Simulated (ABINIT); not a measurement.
# Cr (Cmcm) in ABINIT: a series of runs, part 2 of 2

ABINIT 10.8.3 (patched build).

## (4) Single point, PBE, collinear spin, ferromagnetic start

run.abi

```
pp_dirpath "./"
pseudos "Cr.GGA_PBE-JTH.xml"

acell 2.7206502538 2.7206502538 4.06431074 Angstrom
rprim
     0.4216089530    -0.9067777516     0.0000000000
     0.4216089530     0.9067777516     0.0000000000
     0.0000000000     0.0000000000     1.0000000000
ntypat 1
znucl 24
natom 2
typat 1 1
xcart
     1.1470505050    -1.8282263653     3.0482330550
     1.1470505050     1.8282263653     1.0160776850 Angstrom
chkprim 0
chksymtnons 0
tolsym 1.0e-6

ecut 23.0
pawecutdg 45.0
pawxcdev 0

kptopt 1
ngkpt 8 8 5
nshiftk 1
shiftk 0.0 0.0 0.0

ixc 11

nband 20
occopt 3
tsmear 0.00183747

nsppol 2
spinat
     0.0000000000     0.0000000000     5.0000000000
     0.0000000000     0.0000000000     5.0000000000

nstep 100
tolvrs 1.0e-9

iomode 3
prtwf 0
prteig 0
prtebands 0
enunit 1
prtden 1
prtvha 1
prtvclmb 1
prtpot 1
```

Potentials or basis: JTH PAW PBE v2.0.

Started as:

```sh
$ abinit run.abi > log 2>&1
```

run.abo:

```text
.Version 10.8.3 of ABINIT
 Symmetries : space group Cm c m (# 63); Bravais oC (1-face-center ortho.)
================================================================================
 Values of the parameters that define the memory need of the present run
     intxc =       0    ionmov =       0      iscf =      17    lmnmax =      18
     lnmax =       6     mgfft =      36  mpssoang =       3    mqgrid =    3001
     natom =       2  nloc_mem =       2    nspden =       2   nspinor =       1
    nsppol =       2      nsym =       8    n1xccc =       1    ntypat =       1
    occopt =       3   xclevel =       2
       mpw =         840          nfft =       20736          nkpt =          63
 PAW method is used; the additional fine FFT grid is defined by:
   mgfftf=        48    nfftf =     49152
================================================================================
================================================================================

--------------------------------------------------------------------------------
------------- Echo of variables that govern the present computation ------------
--------------------------------------------------------------------------------
 -outvars: echo values of preprocessed input variables --------
            acell      5.1412838641E+00  5.1412838641E+00  7.6804341892E+00 Bohr
              amu      5.19961000E+01
          chkprim           0
      chksymtnons           0
             ecut      2.30000000E+01 Hartree
           enunit           1
                       outvar_i_n : Printing only first  50 k-points.
              ixc          11
                       outvar_i_n : Printing only first  50 k-points.
         kptrlatt        8    0    0      0    8    0      0    0    5
          kptrlen      3.46817809E+01
            natom           2
            nband          20
            ngfft          24      24      36
          ngfftdg          32      32      48
             nkpt          63
           nspden           2
           nsppol           2
            nstep         100
             nsym           8
           ntypat           1
                       prtocc : prtvol=0, do not print more k-points.
                       1.000000  1.000000  1.000000  1.000000  1.000000  1.000000
                       1.000000  1.000000  1.000000  1.000000  1.000000  1.000000
                       1.000000  1.000000  0.000000  0.000000  0.000000  0.000000
                       0.000000  0.000000
                       1.000000  1.000000  1.000000  1.000000  1.000000  1.000000
                       1.000000  1.000000  1.000000  1.000000  1.000000  1.000000
                       1.000000  1.000000  0.000000  0.000000  0.000000  0.000000
                       0.000000  0.000000
                       1.000000  1.000000  1.000000  1.000000  1.000000  1.000000
                       1.000000  1.000000  1.000000  1.000000  1.000000  1.000000
                       1.000000  1.000000  0.000000  0.000000  0.000000  0.000000
                       0.000000  0.000000
                       1.000000  1.000000  1.000000  1.000000  1.000000  1.000000
                       1.000000  1.000000  1.000000  1.000000  1.000000  1.000000
                       1.000000  1.000000  0.000000  0.000000  0.000000  0.000000
                       0.000000  0.000000
                       1.000000  1.000000  1.000000  1.000000  1.000000  1.000000
[... 168 lines left out ...]
                       1.000000  1.000000  1.000000  1.000000  1.000000  1.000000
                       1.000000  1.000000  0.000000  0.000000  0.000000  0.000000
                       0.000000  0.000000
                       1.000000  1.000000  1.000000  1.000000  1.000000  1.000000
                       1.000000  1.000000  1.000000  1.000000  1.000000  1.000000
                       1.000000  1.000000  0.000000  0.000000  0.000000  0.000000
                       0.000000  0.000000
                       1.000000  1.000000  1.000000  1.000000  1.000000  1.000000
                       1.000000  1.000000  1.000000  1.000000  1.000000  1.000000
                       1.000000  1.000000  0.000000  0.000000  0.000000  0.000000
                       0.000000  0.000000
                       1.000000  1.000000  1.000000  1.000000  1.000000  1.000000
                       1.000000  1.000000  1.000000  1.000000  1.000000  1.000000
[... 156 lines left out ...]

================================================================================

 ----iterations are completed or convergence reached----

 Mean square residual over all n,k,spin=   31.595E-08; max=  50.064E-05
 reduced coordinates (array xred) for    2 atoms
       0.870532580007      0.129467420007      0.750000000000
       0.129467420007      0.870532580007      0.250000000000
 rms dE/dt=  9.1230E-03; max dE/dt=  1.1173E-02; dE/dt below (all hartree)
    1       0.011173312245     -0.011173312245      0.000000000000
    2      -0.011173312245      0.011173312245      0.000000000000

 cartesian coordinates (angstrom) at end:
    1      1.14705050500000    -1.82822636530000     3.04823305500000
    2      1.14705050500000     1.82822636530000     1.01607768500000

 cartesian forces (hartree/bohr) at end:
    1      0.00000000000000     0.00239667693622    -0.00000000000000
    2     -0.00000000000000    -0.00239667693622     0.00000000000000
 frms,max,avg= 1.3837221E-03 2.3966769E-03   0.000E+00  0.000E+00  0.000E+00 h/b

 cartesian forces (eV/Angstrom) at end:
    1      0.00000000000000     0.12324208321666    -0.00000000000000
    2     -0.00000000000000    -0.12324208321666     0.00000000000000
 frms,max,avg= 7.1153850E-02 1.2324208E-01   0.000E+00  0.000E+00  0.000E+00 e/A
 length scales=  5.141283864063  5.141283864063  7.680434189186 bohr
              =  2.720650253800  2.720650253800  4.064310740000 angstroms
 Fermi (or HOMO) energy (eV) =  10.70147   Average Vxc (eV)= -13.19846
 Eigenvalues (   eV  ) for nkpt=  63  k points, SPIN UP:
 kpt#   1, nband= 20, wtk=  0.00313, kpt=  0.0000  0.0000  0.0000 (reduced coord)
 -61.15952  -60.95233  -32.76351  -32.22856  -31.97964  -31.80292  -31.75254  -31.74139
   2.58512    6.29489    8.48529    8.71958    9.82607   10.87792   11.70460   11.74043
  11.82415   12.40572   12.55905   13.29513
 prteigrs : prtvol=0 or 1, do not print more k-points.

 Eigenvalues (   eV  ) for nkpt=  63  k points, SPIN DOWN:
 kpt#   1, nband= 20, wtk=  0.00313, kpt=  0.0000  0.0000  0.0000 (reduced coord)
 -61.15953  -60.95234  -32.76352  -32.22857  -31.97965  -31.80293  -31.75254  -31.74140
   2.58512    6.29489    8.48529    8.71957    9.82605   10.87791   11.70459   11.74042
  11.82415   12.40571   12.55904   13.29512
 prteigrs : prtvol=0 or 1, do not print more k-points.

--- !EnergyTerms
iteration_state     : {dtset: 1, }
comment             : Components of total free energy in Hartree
kinetic             :  3.07833026621280E+01
hartree             :  3.29921866937874E+01
xc                  : -9.57752970776341E+00
Ewald energy        : -1.32335997187752E+02
psp_core            :  9.74532999269372E+00
local_psp           : -9.55869969482172E+01
PAW spherical_terms : -1.08313912155495E+01
internal            : -1.74811095710673E+02
'-kT*entropy'       : -1.10951248322108E-03
total_energy        : -1.74812205223156E+02
total_energy_eV     : -4.75688243683901E+03
...

--- !EnergyTermsDC
iteration_state     : {dtset: 1, }
comment             : '"Double-counting" decomposition of free energy'
band_energy         : -1.95281052439959E+01
Ewald energy        : -1.32335997187752E+02
psp_core            :  9.74532999269372E+00
xc_dc               : -3.00931366133092E+01
PAW spherical_terms : -2.59918085134876E+00
internal            : -1.74811089903712E+02
'-kT*entropy'       : -1.10951248322108E-03
total_energy_dc     : -1.74812199416196E+02
total_energy_dc_eV  : -4.75688227882355E+03
...

--- !EnergyTermsWithPAWCore
iteration_state     : {dtset: 1, }
comment             : 'Components of total free energy, including PAW core contributions'
Total energy        : -2.10172632308420E+03
Total energy DC     : -2.10172631727724E+03
Total energy (eV)   : -5.71908867607897E+04
Total energy DC (eV): -5.71908866027742E+04
...

 Cartesian components of stress tensor (hartree/bohr^3)
  sigma(1 1)= -2.91127054E-04  sigma(3 2)=  0.00000000E+00
  sigma(2 2)= -6.01855680E-05  sigma(3 1)=  0.00000000E+00
  sigma(3 3)= -2.87048485E-04  sigma(2 1)=  0.00000000E+00

-Cartesian components of stress tensor (GPa)         [Pressure=  6.2604E+00 GPa]
- sigma(1 1)= -8.56525365E+00  sigma(3 2)=  0.00000000E+00
- sigma(2 2)= -1.77072054E+00  sigma(3 1)=  0.00000000E+00
- sigma(3 3)= -8.44525800E+00  sigma(2 1)=  0.00000000E+00

== END DATASET(S) ==============================================================
================================================================================

 -outvars: echo values of variables after computation  --------
            acell      5.1412838641E+00  5.1412838641E+00  7.6804341892E+00 Bohr
           etotal     -1.7481219942E+02
            fcart      3.1340193700E-19  2.3966769362E-03 -1.0271045696E-31
                      -3.1340193700E-19 -2.3966769362E-03  1.0271045696E-31
            rprim      4.2160895300E-01 -9.0677775160E-01  0.0000000000E+00
                       4.2160895300E-01  9.0677775160E-01  0.0000000000E+00
                       0.0000000000E+00  0.0000000000E+00  1.0000000000E+00
           strten     -2.9112705432E-04 -6.0185567996E-05 -2.8704848508E-04
                       0.0000000000E+00  0.0000000000E+00  0.0000000000E+00
           xangst      1.1470505050E+00 -1.8282263653E+00  3.0482330550E+00
                       1.1470505050E+00  1.8282263653E+00  1.0160776850E+00
             xred      8.7053258001E-01  1.2946742001E-01  7.5000000000E-01
                       1.2946742001E-01  8.7053258001E-01  2.5000000000E-01
 Calculation completed.
```

It took 2.1 min on 1 thread of Arm Neoverse V1, shared host; peak memory 0.18 GiB.

What came out:

```
Free energy                                           : -4756.8823 eV
Pressure                                              : 6.3 GPa
Largest force                                         : 0.123 eV/Å
Band gap on the k mesh                                : none (metal or under the smearing width)
Net moment                                            : 0.00 μB per cell
Valence electrons inside the program's atomic spheres : Cr 12.25 (radii [1.1156] Å)
```

Forces in eV/Å, atoms in the order of the input:
```
Cr   0.000  0.123  0.000
Cr   0.000 -0.123  0.000
```

Stress tensor (GPa, compression positive):
```
8.57 0.00 0.00
0.00 1.77 0.00
0.00 0.00 8.45
```

Caveat: the k mesh is coarse (spacing up to 0.38 Å⁻¹), so the values aren't converged; the starting moments collapsed, and a magnetic state may lie lower.
